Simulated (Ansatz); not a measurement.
AlFe: a prediction, then the measurements

Level of theory: Ansatz, DFT PBE, scalar-relativistic, plane waves, PAW.

Cutoff 420 eV; k points 20×20×20 on the computed 2-atom cell (Γ-centred); Gaussian smearing, width 0.10 eV; collinear spin from starting moments 0.0 0.8 μB.

Relaxed structure:

```
Al Fe
1.0
     2.87458    0.00000    0.00000
     0.00000    2.87458    0.00000
     0.00000    0.00000    2.87458
Al Fe
1 1
Direct
  0.00000 0.00000 0.00000
  0.50000 0.50000 0.50000
```

| Quantity | Value |
| --- | --- |
| Space group | Pm-3m (No. 221) |
| Volume per atom | 11.88 Å³ |
| Formation energy from the elements' standard states (uncorrected) | -0.316 eV/atom |
| Kohn–Sham band gap | none (metal) |
| Density of states at the Fermi level | 2.2 states/eV per cell |
| Orbital (Löwdin) character within 0.5 eV of the Fermi level | Fe 3d 90 % |
| Bader charge by site (e) | Al (1 in the cell) 1.69, Fe (1 in the cell) -1.69 |
| Total moment | 0.70 μB per cell |
| Moment by site (μB) | Fe2 0.73 |

Only this magnetic start was tried.

**Against measurements.**

A measured lattice constant a of AlFe is 2.89 Å (a printed reference work (data compilation)); the calculated 2.875 Å falls short of it by 0.5 %. The calculation is for 0 K without zero-point motion.

It was relaxed from a cell as deposited in COD. Löwdin shares on free-atom orbitals overweight diffuse shells.
